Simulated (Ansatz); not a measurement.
**Computed properties of Ag**

```
Ag
1.0
     2.88620    0.00000    0.00000
    -1.44310    2.49952    0.00000
     0.00000    0.00000   10.00000
Ag
4
Direct
  0.33333 0.66667 0.25000
  0.66667 0.33333 0.75000
  0.00000 0.00000 0.00000
  0.00000 0.00000 0.50000
```

Atom numbers follow the list: Ag1, Ag2, Ag3, Ag4.

The geometry is COD entry 1509194, unchecked; take it as a test cell.

The calculation used DFT, PBE, all-electron LAPW, scalar-relativistic in Ansatz 0.2.0.

Settings: a Γ-centred 14×14×4 k mesh, Fermi–Dirac smearing of 0.08 eV, basis error target 0.5 meV/atom, no spin polarisation.

```json
{
  "Stress xx, yy, zz (compression positive)": "1.26, 1.26, -3.67 GPa",
  "Volume per atom": "18.04 Å³"
}
```

(1) Give the computed value. Pressure at this cell.

(2) Density of states at the Fermi level (0.2 eV bin): what does the calculation give?

(3) Give the computed value. Band gap.

Results:

(1) -0.38 GPa.

(2) 1.21 states/eV per cell.

(3) none: bands cross the Fermi level, a metal.
